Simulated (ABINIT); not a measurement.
The system is TiB2.

```
Ti B
1.0
     3.02920    0.00000    0.00000
    -1.51460    2.62336    0.00000
     0.00000    0.00000    3.22840
Ti B
1 2
Direct
  0.00000 0.00000 0.00000
  0.66667 0.33333 0.50000
  0.33333 0.66667 0.50000
```

Program: ABINIT 10.8.3 (patched build). Alike in all runs: no spin polarisation; cell as given; smearing fermi-dirac 0.05 eV. Hardware: 1 thread of Arm Neoverse V1, with other jobs on the host.

Order these runs on this cell by their wall time, lowest first.
A. task band structure; level PBE; potentials or basis SG15 NC PBE v1.2; k mesh 10 × 10 × 8; cutoff (eV) 1143; mesh quality not flagged
B. task single point; level PBE; potentials or basis JTH PAW PBE v2.0; k mesh 8 × 8 × 6; cutoff (eV) 408; fine-grid cutoff 816.342 eV; mesh quality not flagged
C. task single point; level r2SCAN; potentials or basis JTH PAW PBE v2.0; k mesh 6 × 6 × 5; cutoff (eV) 490; fine-grid cutoff 979.61 eV; mesh quality coarse

B (9.7 s), C (32 s), A (96 s).

Caveats: some runs use coarse meshes; the atomic spheres overlap (some runs).
